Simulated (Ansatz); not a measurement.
Relaxed ZnTe (zinc blende):

```yaml
crystal:
  lattice:
    - [0.00000, 3.08955, 3.08955]
    - [3.08955, 0.00000, 3.08955]
    - [3.08955, 3.08955, 0.00000]
  atoms:
    - { symbol: Te, position: [0.75000, 0.75000, 0.75000] }
    - { symbol: Zn, position: [0.00000, 0.00000, 0.00000] }
```

Level of theory: PBE (plane waves to 420 eV, PAW, scalar-relativistic; Ansatz, a program for electronic structure). k mesh 8×8×8 (Γ-centred), Fermi-Dirac smearing 0.05 eV. Spin-orbit coupling is left out, though Te is heavy. ZnTe was relaxed with its symmetry unable to fall.

One atom of the cell was then moved (with its periodic images), all else fixed, and the forces (eV/Å) came out as:

| atom | Fx | Fy | Fz |
|---|---|---|---|
| Te1 | -0.624 | 0.624 | 0.267 |
| Zn2 | 0.624 | -0.624 | -0.267 |

With two atoms only their relative shift counts; take Te1 as fixed.

**Question.** Which atom was moved, and by which vector (Å)?

**Answer.** Zn2, by (-0.13, 0.13, 0.00), 0.19 Å in all.

(For displaced atoms, the force is minus the slope of the energy, and its curvature is a force constant, which sets phonon frequencies.)
